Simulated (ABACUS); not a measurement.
## CdTe: equation of state with BLYP

The system is CdTe.

```
CELL_PARAMETERS angstrom
0.00000 3.20500 3.20500
3.20500 0.00000 3.20500
3.20500 3.20500 0.00000
ATOMIC_POSITIONS crystal
Te 0.75000 0.75000 0.75000
Cd 0.00000 0.00000 0.00000
```

```
Program                                       : ABACUS 3.10.1
Task                                          : equation of state
Functional                                    : BLYP
Potentials or basis                           : SG15 ONCV 1.2 PBE
Cutoff                                        : 1401 eV
Density cutoff                                : 5606 eV
Basis                                         : DZP LCAO (the cutoffs set its grid)
k mesh                                        : 6 × 6 × 6
Occupations                                   : fermi-dirac, width 0.05 eV
Spin                                          : no spin polarisation
Orbital files                                 : Te Te_confined-atom_8au_2s2p2d.orb, Cd Cd_confined-atom_7au_3s2p2d1f.orb
Radial cutoff of the potentials (pseudo_rcut) : 10 bohr
SCF threshold on the density                  : 1e-07
Max SCF steps                                 : 100
Eigensolver                                   : scalapack_gvx
Mixing                                        : broyden
Mixing share                                  : 0.7
Symmetry key                                  : 1
Bands                                         : 22
```

* Equilibrium volume: outside the volumes run

Energy against volume, from the lowest point:
| volume (Å³/atom) | energy (meV/atom) |
| --- | --- |
| 30.947 | 189.66 |
| 32.263 | 104.35 |
| 33.580 | 42.62 |
| 34.897 | 0.00 |

All runs of the series together: 35 s on 4 threads of Intel(R) Xeon(R) Platinum 8259CL CPU @ 2.50GHz (Skylake/Cascade Lake), on a shared host.

Caveat: the atomic orbitals were generated for these runs and aren't a published set; the potentials were made for another functional, which shifts forces and pressure; the basis of atomic orbitals isn't converged, which shifts pressures, moduli and gaps. Spin-orbit coupling is left out, which matters for the levels of Te.
